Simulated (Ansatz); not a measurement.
# PbF2 (Fluorocronite) (Fm-3m) in Ansatz: reference runs

Aim: a first look at PbF2 (Fluorocronite) with PBE, on the cell as given and on a disturbed one.

All numbers are computed with Ansatz 0.2.0; they aren't measurements. Logs are shortened: lines on timing, memory, paths and dates and some standing lists are left out, and cuts for length are marked.

**1. The structure**

The structure is cubic, space group Fm-3m (No. 225). Conventional cell: a = 5.927 Å, b = 5.927 Å, c = 5.927 Å, α = 90.00°, β = 90.00°, γ = 90.00°. Pb (site symmetry m-3m) has 8 F at 2.57 Å as nearest neighbours. Around F (site symmetry -43m) lie 4 Pb at 2.57 Å.

**2. Single point, PBE**

Contents of input.yaml:

```yaml
crystal:
  lattice:
    - [0.0, 2.96366, 2.96366]
    - [2.96366, 0.0, 2.96366]
    - [2.96366, 2.96366, 0.0]
  atoms:
    - { symbol: Pb, position: [0.0, 0.0, 0.0] }
    - { symbol: F, position: [0.75, 0.75, 0.75] }
    - { symbol: F, position: [0.25, 0.25, 0.25] }
kpoints:
  mp_grid: { grid: [8, 8, 8] }
scf:
  occupations: { method: fermi_dirac, width: 0.05 }
hamiltonian:
  xc: pbe
  pseudopotentials: { kind: all_electron, lapw: { basis_error: 0.001 } }
output:
  forces: true
  stress: true
  eigenvalues: true
  populations: true
```

Potentials or basis: all-electron LAPW, scalar-relativistic.

The run is started by

```sh
> ansatz run input.yaml --threads 2 --pin off --max-ram 6144MiB --backend cpu --events-out ev --progress --plain --runs-dir out
```

The log of the run:

```text
Warning: RAYON_NUM_THREADS=2 ignored (pool sized by the plan → 2); use --threads N
Pb: projections on atomic orbitals take those of the free atom 1s2 2s2 2p6 3s2 3p6 3d10 4s2 4p6 4d10 4f14 5s2 5p6 5d10 6s2 6p2, of charge +0.00 (hamiltonian.pseudopotentials.projection_atoms)
F: projections on atomic orbitals take those of the free atom 1s2 2s2 2p5, of charge +0.00 (hamiltonian.pseudopotentials.projection_atoms)
LAPW: plane waves up to 8.269 Å⁻¹, error target 1.0e-3 eV per atom; small_component_spin mean_spin; F in spheres of 1.150 Å, 7 of its electrons in bands, Dirac shells []; Pb in spheres of 1.417 Å, 36 of its electrons in bands, Dirac shells [] (how accurate: hamiltonian.pseudopotentials.lapw.basis_error, Limitations)
Engine: ansatz 0.2.0, aarch64-unknown-linux-gnu
Pseudopotentials: kind: all_electron
Pseudopotential: Pb, LAPW, valence charge 36, lapw/all_electron/scalar/gaussian/Pb, Koelling and Harmon's equation, gaussian nucleus
Pseudopotential: F, LAPW, valence charge 7, lapw/all_electron/scalar/gaussian/F, Koelling and Harmon's equation, gaussian nucleus
Functional definition: PBE
  parameter kappa = 0.804
  parameter beta = 0.06672455060314922
  exchange = pbe_x(kappa = kappa, mu = beta*pi^2/3)
  correlation = pbe_c(beta = beta)
Crystal: 3 atoms, lattice volume = 52.061 Å³
Basis set: ecut = 260.52887623421987 eV, 531 PW (Γ), exchange–correlation at level 2
Bands: 30, of which v1, the nominal top of the filled ones, is band 25 counted from 1 (24 counted from 0)
Symmetry: 48 space group operations
Space group: Fm-3m (ITA 225), of the structure as read, at distance tolerance 3.7e-5 Å
k-points: 29 of 512
Non-local potential: Pb, projectors of the file, none
Non-local potential: F, projectors of the file, none
Initial density: superposition of atomic densities (chi_scale 0.1, normalization cell, long waves kept (reshape's long-wave potential 0.01 eV rms))
Initial wavefunctions: plane waves of lowest kinetic energy (no species holds an atomic orbital)
Functional: x = pbe(κ = 0.804, μ = 0.2195149727645171), c = pbe(β = 0.06672455060314922)
iter 1 solved again at ethr=4.06e-3 eV; its pass at ethr=1.00e-1 eV (dr2=2.03e0 eV) is discarded
SCF iter   1: F=—  HF=-573507.648790 eV  |F-HF|=—  |Δ(HF+E_count)|=         —  Δρ=5.17e-2  dr2=2.03e0  ethr=4.06e-3  ⟨swp⟩=2.0  Hψ=5381  notcnv=0
preconditioner: auto → none  [insulator: Δε(μ)=5.496 eV  Ē_g=19.221 eV  σ=0.050 eV  W_gap=1.00  n_scr=14 (ndim 8)  ℏωp=27.2 eV  f_vac=0.163  D(μ)=0.00/eV (n_scr^D=0)  ε∞_Penn≈3.0]
iter 2 solved again at ethr=9.73e-5 eV; its pass at ethr=4.05e-3 eV (dr2=4.87e-2 eV) is discarded
SCF iter   2: F=—  HF=-573506.289316 eV  |F-HF|=—  |Δ(HF+E_count)|=    1.36e0  Δρ=1.01e-2  dr2=4.87e-2  ethr=9.73e-5  ⟨swp⟩=2.0  Hψ=4679  notcnv=0  defer=1
SCF iter   3: F=—  HF=-573505.735381 eV  |F-HF|=—  |Δ(HF+E_count)|=   5.54e-1  Δρ=1.09e-2  dr2=9.26e-2  ethr=9.73e-5  ⟨swp⟩=3.0  Hψ=2916  notcnv=0
SCF iter   4: F=—  HF=-573505.726949 eV  |F-HF|=—  |Δ(HF+E_count)|=   8.43e-3  Δρ=1.82e-3  dr2=2.60e-3  ethr=9.73e-5  ⟨swp⟩=2.9  Hψ=2690  notcnv=0
SCF iter   5: F=—  HF=-573505.723640 eV  |F-HF|=—  |Δ(HF+E_count)|=   3.31e-3  Δρ=9.28e-4  dr2=6.76e-4  ethr=5.20e-6  ⟨swp⟩=2.0  Hψ=2494  notcnv=0
SCF iter   6: F=—  HF=-573505.722924 eV  |F-HF|=—  |Δ(HF+E_count)|=   7.16e-4  Δρ=3.56e-4  dr2=9.71e-5  ethr=1.35e-6  ⟨swp⟩=3.0  Hψ=2629  notcnv=0
SCF iter   7: F=—  HF=-573505.722869 eV  |F-HF|=—  |Δ(HF+E_count)|=   5.45e-5  Δρ=7.61e-5  dr2=4.33e-6  ethr=1.94e-7  ⟨swp⟩=2.0  Hψ=2499  notcnv=0
SCF iter   8: F=-573505.722871 eV  HF=-573505.722871 eV  |F-HF|=5.76e-8  |Δ(HF+E_count)|=   1.47e-6  Δρ=8.39e-6  dr2=4.89e-8  ethr=8.66e-9  ⟨swp⟩=2.1  Hψ=2496  notcnv=0
SCF 1 converged in 8 iterations: F = -573505.722871 eV  dr2 = 4.89e-8
SCF converged after 8 iterations
Free energy (F): -573505.722871 eV
Harris-Foulkes:  -573505.722871 eV  (|F-HF|=5.76e-8)
Internal energy: -573505.722871 eV  (E = F + TS)
E sigma→0 (E₀):  -573505.722871 eV
Fermi energy:    10.050756 eV
--- Per-component energies (eV) ---
  E_band       = -2387.834400
  E_kinetic    = 660408.904155
  E_xc         = -11147.100195
  E_electrostatic = -1222767.526831  (all electrons and nuclei)
  E_smearing   = -0.000000  (= −TS)
  E_closure    = 0.000000  (closes the sum)
  E_atoms      = -573491.407447  (free atoms, spherical and without spin; not in F)
  Σ components = -573505.722871   (vs F -573505.722871, Δ=0.00e0)
  Basis errors (estimates in eV, not in F): energy 3.8e-4 per atom: plane waves 3.5e-4 (2.0e-4 summed), levels above the bands 2.4e-101, relativity 4.0e-8, radial functions 2.6e-5, core shells 9.1e-7; eigenvalues (radial functions only) 1.1e-5; not estimated: angular momenta, meshes, grids; target (lapw.basis_error) 1.0e-3; muffin-tin radii F 1.150 Å, Pb 1.417 Å
--- Forces (eV/Å), atoms counted from 1 ---
  atom   1  Pb    -0.00000000     0.00000000    -0.00000000
  atom   2  F      0.00000000    -0.00000000     0.00000000
  atom   3  F     -0.00000000     0.00000000     0.00000000
  max |Σ_I F_I| component: 1.16e-17 eV/Å
--- Stress (GPa, compression-positive) ---
        2.694797       0.000000       0.000000
        0.000000       2.694797       0.000000
        0.000000       0.000000       2.694797
  P = ⅓ Tr σ = 2.6948 GPa (26.948 kbar)
--- Band table (eV; the first three rows and the last of 29) ---
  k-point 0: bands = ["-129.2704", "-118.2944", "-118.2944", "-118.2944", "-118.2918", "-118.2918", "-118.2918", "-118.2884", "-71.1250", "-71.1250", "-71.1250", "-13.3388", "-12.7205", "-6.6864", "-6.6864", "-6.6864", "-6.6288", "-6.6288", "3.1262", "5.2814", "5.2814", "5.2814", "5.7768", "5.7768", "5.7768", "14.5394", "14.5394", "14.5394", "18.4126", "22.9122"]
  k-point 1: bands = ["-129.2704", "-118.2944", "-118.2944", "-118.2944", "-118.2918", "-118.2918", "-118.2918", "-118.2884", "-71.1250", "-71.1250", "-71.1250", "-13.3089", "-12.7477", "-6.6802", "-6.6802", "-6.6544", "-6.6287", "-6.6287", "2.8608", "5.1545", "5.2505", "5.2505", "5.7521", "5.7521", "6.1893", "14.0066", "14.6667", "14.6667", "19.3167", "22.4876"]
  k-point 2: bands = ["-129.2704", "-118.2944", "-118.2944", "-118.2944", "-118.2918", "-118.2918", "-118.2918", "-118.2884", "-71.1251", "-71.1250", "-71.1250", "-13.2301", "-12.8183", "-6.6705", "-6.6705", "-6.6231", "-6.6231", "-6.5791", "2.3682", "4.9709", "5.1773", "5.1773", "5.6927", "5.6927", "6.9106", "13.2788", "14.9787", "14.9787", "20.6334", "21.9181"]
  k-point 28: bands = ["-129.2704", "-118.2944", "-118.2944", "-118.2944", "-118.2918", "-118.2918", "-118.2918", "-118.2884", "-71.1251", "-71.1251", "-71.1251", "-13.0070", "-13.0070", "-6.6494", "-6.6190", "-6.5986", "-6.5296", "-6.5296", "1.3860", "4.0346", "5.0767", "5.0767", "6.1364", "6.2603", "7.7654", "13.8211", "13.8211", "15.2519", "17.9309", "22.2854"]
--- Löwdin populations: 3 sites ---
  site symbol       q [e]
     0     Pb     80.8794
     1      F      9.5252
     2      F      9.5252
  spilling = 0.000702 (of n_electrons = 100.000000)
```

Run time: 6.5 s. Hardware: 2 threads of Arm Neoverse V1, shared host; peak memory 0.34 GiB.

Results:

```yaml
Free_energy: -573505.7229 eV
Pressure: 2.7 GPa
Band_gap_on_the_k_mesh: 4.41 eV, indirect (least direct gap 4.56 eV)
Loewdin_charges: Pb +1.12; F -0.53 e
```

Levels at points of the mesh, in eV from the valence-band top:
| k point | band 21 | band 22 | band 23 | band 24 | band 25 | band 26 | band 27 | band 28 | band 29 | band 30 |
| --- | --- | --- | --- | --- | --- | --- | --- | --- | --- | --- |
| (0.00, 0.00, 0.00) | -2.48 | -2.48 | -1.99 | -1.99 | -1.99 | 6.77 | 6.77 | 6.77 | 10.65 | 15.15 |
| (0.00, 0.00, -0.50) | -2.69 | -2.69 | -2.16 | -2.16 | -0.03 | 5.02 | 7.67 | 7.67 | 13.22 | 13.74 |
| (0.00, -0.50, -0.50) | -3.56 | -1.57 | -1.57 | -1.57 | -0.15 | 4.41 | 7.90 | 7.90 | 8.96 | 14.19 |

Caveat: spin-orbit coupling is left out, which as a rule narrows the gap of such compounds by several tenths of an eV. A k mesh can miss the band edges.

**3. Equation of state, PBE**

Potentials or basis: all-electron LAPW, scalar-relativistic.

No new run: the results of the series are fitted here.

What came out:

```
Equilibrium volume                      : 18.01 Å³/atom
Bulk modulus                            : 67 GPa
Pressure derivative of the bulk modulus : 4.8
```

Energy against volume, from the lowest point:
| volume (Å³/atom) | energy (meV/atom) |
| --- | --- |
| 16.313 | 40.08 |
| 16.660 | 24.35 |
| 17.007 | 12.90 |
| 17.354 | 5.29 |
| 17.701 | 1.11 |
| 18.048 | 0.00 |
| 18.395 | 1.63 |

**4. Single point, PBE (atoms moved at random, drawn with an rms of 0.05 Å)**

input.yaml: that of step 2 with these lines changed.

```diff
@@ -6,5 +6,5 @@
   atoms:
-    - { symbol: Pb, position: [0.0, 0.0, 0.0] }
-    - { symbol: F, position: [0.75, 0.75, 0.75] }
-    - { symbol: F, position: [0.25, 0.25, 0.25] }
+    - { symbol: Pb, position: [-0.017605, -0.000258, 0.002067] }
+    - { symbol: F, position: [0.751635, 0.743715, 0.760218] }
+    - { symbol: F, position: [0.265185, 0.249661, 0.242199] }
 kpoints:
```

Potentials or basis: all-electron LAPW, scalar-relativistic.

The run is started by

```sh
> ansatz run input.yaml --threads 2 --pin off --max-ram 6144MiB --backend cpu --events-out ev --progress --plain --runs-dir out
```

The log of the run:

```text
Warning: RAYON_NUM_THREADS=2 ignored (pool sized by the plan → 2); use --threads N
Pb: projections on atomic orbitals take those of the free atom 1s2 2s2 2p6 3s2 3p6 3d10 4s2 4p6 4d10 4f14 5s2 5p6 5d10 6s2 6p2, of charge +0.00 (hamiltonian.pseudopotentials.projection_atoms)
F: projections on atomic orbitals take those of the free atom 1s2 2s2 2p5, of charge +0.00 (hamiltonian.pseudopotentials.projection_atoms)
LAPW: plane waves up to 8.698 Å⁻¹, error target 1.0e-3 eV per atom; small_component_spin mean_spin; F in spheres of 1.097 Å, 7 of its electrons in bands, Dirac shells []; Pb in spheres of 1.358 Å, 46 of its electrons in bands, Dirac shells [] (how accurate: hamiltonian.pseudopotentials.lapw.basis_error, Limitations)
[... 1 set-up line as earlier in the session ...]
[... 60 lines left out ...]
  k-point 1: bands = ["-386.8663", "-386.8662", "-386.8626", "-386.8610", "-386.8599", "-129.2607", "-118.2844", "-118.2839", "-118.2838", "-118.2827", "-118.2812", "-118.2794", "-118.2773", "-71.1248", "-71.1146", "-71.1079", "-13.3271", "-12.7639", "-6.6753", "-6.6735", "-6.6411", "-6.6224", "-6.6206", "2.8885", "5.1438", "5.2185", "5.2376", "5.7157", "5.7465", "6.1961", "13.9099", "14.7002", "14.8045", "19.3073", "22.4607", "22.4882"]
  k-point 2: bands = ["-386.8663", "-386.8662", "-386.8626", "-386.8610", "-386.8599", "-129.2607", "-118.2844", "-118.2839", "-118.2838", "-118.2827", "-118.2812", "-118.2794", "-118.2773", "-71.1249", "-71.1146", "-71.1079", "-13.2515", "-12.8309", "-6.6608", "-6.6602", "-6.6204", "-6.6180", "-6.5718", "2.4310", "4.9647", "5.1408", "5.1806", "5.6648", "5.6708", "6.8680", "13.1913", "14.9870", "15.1122", "20.6362", "21.8925", "21.9678"]
  k-point 259: bands = ["-386.8663", "-386.8662", "-386.8626", "-386.8610", "-386.8599", "-129.2607", "-118.2844", "-118.2839", "-118.2838", "-118.2827", "-118.2812", "-118.2794", "-118.2773", "-71.1249", "-71.1147", "-71.1079", "-13.0716", "-12.9940", "-6.6645", "-6.6617", "-6.6000", "-6.5884", "-6.4674", "1.8392", "4.7337", "4.9662", "5.1615", "5.5606", "5.6462", "7.7246", "12.7860", "15.2722", "15.6294", "20.9590", "21.3510", "21.6650"]
--- Löwdin populations: 3 sites ---
  site symbol       q [e]
     0     Pb     80.8803
     1      F      9.5247
     2      F      9.5246
  spilling = 0.000705 (of n_electrons = 100.000000)
```

populations.tsv:

```text
# site	symbol	l	j	q
# orbitals = lowdin
# n_electrons = 100.000000
# spilling = 0.000705
# projection_atom_Pb: 1s2 2s2 2p6 3s2 3p6 3d10 4s2 4p6 4d10 4f14 5s2 5p6 5d10 6s2 6p2
# projection_atom_F: 1s2 2s2 2p5
0	Pb	0_1S	-	2.000000
0	Pb	0_2S	-	1.999998
0	Pb	0_3S	-	1.999981
0	Pb	0_4S	-	1.999819
0	Pb	0_5S	-	1.997854
0	Pb	0_6S	-	1.937467
0	Pb	1_2P	-	6.000000
0	Pb	1_3P	-	6.000000
0	Pb	1_4P	-	5.999984
0	Pb	1_5P	-	5.998546
0	Pb	1_6P	-	0.948891
0	Pb	2_3D	-	10.000000
0	Pb	2_4D	-	10.000000
0	Pb	2_5D	-	9.997735
0	Pb	3_4F	-	13.999999
1	F	0_1S	-	1.999417
1	F	0_2S	-	1.912406
1	F	1_2P	-	5.612895
2	F	0_1S	-	1.999413
2	F	0_2S	-	1.912020
2	F	1_2P	-	5.613121
```

Wall time 1.9 min (2 threads of Arm Neoverse V1, shared host); peak memory 1 GiB.

Results:

```yaml
Free_energy: -573505.7082 eV
Pressure: 3.0 GPa
Largest_force: 0.230 eV/Å
Band_gap_on_the_k_mesh: 4.38 eV, indirect (least direct gap 4.56 eV)
Loewdin_charges: Pb +1.12; F -0.52 e
```

Forces on the atoms (eV/Å):
```
Pb  -0.034  0.138  0.125
F   -0.080 -0.088  0.068
F    0.114 -0.049 -0.193
```

Stress tensor (GPa, compression positive):
```
 2.97 -0.56  0.07
-0.56  3.00  0.47
 0.07  0.47  3.01
```

Caveat: spin-orbit coupling is left out, which as a rule narrows the gap of such compounds by several tenths of an eV.

**5. Summary**

| task | cell | cutoff (eV) | gap on the mesh (eV) | pressure (GPa) |
| --- | --- | --- | --- | --- |
| single point | as given | 261 | 4.41 | 2.7 |
| equation of state | as given | - | - | - |
| single point | atoms moved at random, drawn with an rms of 0.05 Å | 288 | 4.38 | 3.0 |

Alike in all rows: level PBE; potentials or basis all-electron LAPW, scalar-relativistic; no spin polarisation; k mesh 8 × 8 × 8; smearing fermi-dirac 0.05 eV; basis error allowed 0.001 eV/atom.

Caveats: spin-orbit coupling is left out, which as a rule narrows the gap of such compounds by several tenths of an eV (some runs).

Compare energies only between runs with the same functional and basis.
